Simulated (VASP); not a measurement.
Write the native input for VASP 6.6.1 that does the following.

```
Task                   : relaxation of cell and atoms
Functional             : PBE
Dispersion             : D3(BJ)
Potentials or basis    : VASP PAW PBE potentials, release 64 (Pb_d, S)
Cutoff                 : 600 eV
k mesh                 : 8 × 8 × 8
Occupations            : gaussian, width 0.02 eV
Spin                   : no spin polarisation
Ladder                 : gaps
Further INCAR settings : ALGO = Normal; EDIFF = 1e-07; IBRION = 2; EDIFFG = -0.01; NSW = 60; ISIF = 3
```

The structure of PbS (Galena) lies in POSCAR:

```
PbS
1.0
    0.0000000000      2.9657500000      2.9657500000
    2.9657500000      0.0000000000      2.9657500000
    2.9657500000      2.9657500000      0.0000000000
Pb S
1 1
Direct
    0.0000000000      0.0000000000      0.0000000000
    0.5000000000      0.5000000000      0.5000000000
```

The input as run:

INCAR

```
SYSTEM = PbS
ALGO = Normal
EDIFF = 1E-7
EDIFFG = -0.01
ENCUT = 600
GGA = PE
IBRION = 2
ISIF = 3
ISMEAR = 0
IVDW = 12
LASPH = .TRUE.
LCHARG = .FALSE.
LREAL = .FALSE.
LWAVE = .FALSE.
NELM = 100
NSW = 60
PREC = Accurate
SIGMA = 0.02
```

KPOINTS

```
k-points
0
G
  8 8 8
  0 0 0
```

Potentials or basis: VASP PAW PBE potentials, release 64 (Pb_d, S).

Launch:

```bash
$ cat potpaw_PBE.64/Pb_d/POTCAR potpaw_PBE.64/S/POTCAR > POTCAR
$ mpirun -np 1 vasp_std > vasp.out
```

It gave:

* Pressure after relaxing: 0.1 GPa
* Band gap on the k mesh: 0.36 eV, direct
* Dispersion energy per atom: -0.347 eV

Caveat: the relaxation stopped at its first step, so nothing moved; spin-orbit coupling is left out, which as a rule narrows the gap of such compounds by several tenths of an eV.

Run time: 11 s on 1 thread of Intel(R) Xeon(R) 6975P-C (Granite Rapids), on a shared host, peak memory 0.22 GiB.
